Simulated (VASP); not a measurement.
Write the native input for VASP 6.6.1 that does the following.

- Task: relaxation of cell and atoms
- Functional: r2SCAN
- Potentials or basis: VASP PAW PBE potentials, release 64 (Zn, O)
- Cutoff: 520 eV
- k mesh: 12 × 12 × 6
- Occupations: gaussian, width 0.02 eV
- Spin: no spin polarisation
- Further INCAR settings: ALGO = Normal; EDIFF = 1e-07; IBRION = 2; EDIFFG = -0.002; NSW = 80; ISIF = 3

The structure of ZnO lies in POSCAR:

```
ZnO
1.0
    3.2493080000      0.0000000000      0.0000000000
   -1.6246540000      2.8139832700      0.0000000000
    0.0000000000      0.0000000000      5.2057090000
Zn O
2 2
Direct
    0.3333333300      0.6666666700      0.5000000000
    0.6666666700      0.3333333300      0.0000000000
    0.6666666700      0.3333333300      0.3790100000
    0.3333333300      0.6666666700      0.8790100000
```

These files were run (other wordings do the same):

INCAR

```
PREC = Accurate
ENCUT = 520
EDIFF = 1E-7
ISMEAR = 0
SIGMA = 0.02
LREAL = False
LASPH = True
NELM = 80
ALGO = Normal
ISIF = 3
LWAVE = False
LCHARG = False
METAGGA = R2SCAN
LMIXTAU = True
IBRION = 2
NSW = 80
EDIFFG = -0.002
```

KPOINTS

```
Automatic mesh
0
Gamma
  12 12 6
```

Potentials or basis: VASP PAW PBE potentials, release 64 (Zn, O).

Launch:

```console
$ cat potpaw_PBE.64/Zn/POTCAR potpaw_PBE.64/O/POTCAR > POTCAR
$ mpirun -np 1 vasp_std > vasp.out
```

Results of the run:

```yaml
Relaxed_volume: 11.89 Å³/atom
Relaxed_cell: a = 3.243 Å, b = 3.243 Å, c = 5.221 Å, α = 90.00°, β = 90.00°, γ = 120.00°
Space_group_after_relaxing_to_0.05_Å: P6_3mc (No. 186)
Energy_gained_by_relaxing: 0.3 meV/atom
Ionic_steps: 5
Pressure_after_relaxing: 0.0 GPa
Band_gap_on_the_k_mesh: 1.22 eV, direct
```

Caveat: the PAW data sets were made with another functional, which shifts forces and pressure a little.

Run time: 16 min on 1 thread of Intel(R) Xeon(R) Platinum 8375C CPU @ 2.90GHz (Ice Lake), on a shared host, peak memory 0.21 GiB.
